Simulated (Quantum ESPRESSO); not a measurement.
GaN, 4 atoms in the cell. The structure is hexagonal, space group P6_3mc (No. 186). Conventional cell: a = 3.180 Å, b = 3.180 Å, c = 5.166 Å, α = 90.00°, β = 90.00°, γ = 120.00°. Around Ga (site symmetry 3m) lie 4 N at 1.94 to 1.95 Å. N (site symmetry 3m) is surrounded by 4 Ga at 1.94 to 1.95 Å. 

- Program: Quantum ESPRESSO 7.5
- Task: single point
- Functional: PBE
- Potentials or basis: SG15 PBE 1.2
- Cutoff: 952 eV
- Density cutoff: 3810 eV
- k mesh: 6 × 6 × 4
- Occupations: fermi-dirac, width 0.05 eV
- Spin: no spin polarisation
- Mixing beta: 0.5
- Most SCF iterations: 120
- SCF threshold: 8e-10 Ry

Potentials or basis: SG15 PBE 1.2.

The run is started by

```console
$ OMP_NUM_THREADS=1 mpirun -n 2 pw.x -nk 2 -in pw.in > pw.out
```

Hardware: 2 MPI ranks on Arm Neoverse V2, on a shared host.

**Question.** How long does it take, and how much memory?

**Answer.** It took 14 s on 2 MPI ranks on Arm Neoverse V2 (shared host), peak memory 0.16 GiB a rank. Counts: scf iterations 9, k pools 2, bands 26, k points 21, g dense 24141.
